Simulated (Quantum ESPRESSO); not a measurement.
## SiC under changes of volume

One of the cells (10.313 Å³/atom); the others are scaled copies at fixed shape and fractional positions:

```
Si C
1.0
     3.07569    0.00000    0.00000
    -1.53785    2.66363    0.00000
     0.00000    0.00000   10.07065
Si C
4 4
Direct
  0.00000 0.00000 0.18789
  0.00000 0.00000 0.68789
  0.33333 0.66667 0.43784
  0.66667 0.33333 0.93784
  0.00000 0.00000 0.00046
  0.00000 0.00000 0.50046
  0.33333 0.66667 0.24980
  0.66667 0.33333 0.74980
```

The cell is a database's computed one.

```yaml
Program: Quantum ESPRESSO 7.5
Functional: PBE
Potentials_or_basis: SG15 PBE 1.2
Cutoff: 952 eV
Density_cutoff: 3810 eV
k_mesh: 10 × 10 × 3
Occupations: fermi-dirac, width 0.05 eV
Spin: no spin polarisation
```

```csv
volume (Å³/atom),energy over the lowest point (meV/atom),gap on the mesh (eV),largest force (eV/Å)
9.694,47.57,2.26,0.031
9.900,25.65,2.26,0.023
10.107,10.85,2.26,0.016
10.313,2.48,2.25,0.009
10.519,0.00,2.25,0.003
10.726,2.82,2.24,0.004
10.932,?,?,?
```

**Question.** What does the run at 10.932 Å³/atom give?

**Answer.** Energy over the lowest point 10.49 meV/atom; gap on the mesh 2.23 eV; largest force 0.009 eV/Å.

Worked out: A Birch-Murnaghan fit of order 3 (a polynomial in V^(-2/3)) to the other rows has its minimum at 10.51 Å³/atom with B0 = V·E''(V) = 211 GPa and B' = 4.0 at fixed shape and positions, which overstates the stiffness. It gives 10.43 meV/atom at 10.932 Å³/atom, against the run's 10.49. A straight line through the other rows of the gap, of slope -0.197 eV per unit of ln V, extrapolates to 2.24 eV, against the run's 2.23.

Energies are extrapolated to zero smearing.

Caveats: an odd mesh through Γ misses points on the zone boundary, where band edges often lie.
